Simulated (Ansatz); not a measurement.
## ZrC under changes of volume

One of the cells (13.228 Å³/atom); the others are scaled copies at fixed shape and fractional positions:

```
CELL_PARAMETERS angstrom
0.00000 2.36500 2.36500
2.36500 0.00000 2.36500
2.36500 2.36500 0.00000
ATOMIC_POSITIONS crystal
Zr 0.50000 0.50000 0.50000
C 0.00000 0.00000 0.00000
```

```yaml
Program: Ansatz 0.2.0
Functional: r2SCAN
Potentials_or_basis: Ansatz PAW
Cutoff: "500 eV (not typed: the program's choice for these potentials)"
k_mesh: 10 × 10 × 10
Occupations: fermi-dirac, width 0.05 eV
Spin: no spin polarisation
```

```csv
volume (Å³/atom),energy over the lowest point (meV/atom),pressure (GPa)
12.434,?,?
12.699,7.42,7.1
12.963,0.00,2.0
13.228,0.56,-2.6
13.493,8.35,-6.8
13.757,22.69,-10.5
14.022,42.95,-14.0
```

Problem. What does the run at 12.434 Å³/atom give?

Solution. Energy over the lowest point 23.68 meV/atom; pressure 12.7 GPa.

Worked out: A Birch-Murnaghan fit of order 3 (a polynomial in V^(-2/3)) to the other rows has its minimum at 13.07 Å³/atom with B0 = V·E''(V) = 229 GPa and B' = 4.0. It gives 23.74 meV/atom at 12.434 Å³/atom, against the run's 23.68, and -dE/dV = 12.7 GPa, against 12.7.

Energies are extrapolated to zero smearing.

Caveats: the PAW data sets come from PBE, with cores solved anew for the run's functional, which leaves a small shift of forces and pressure.
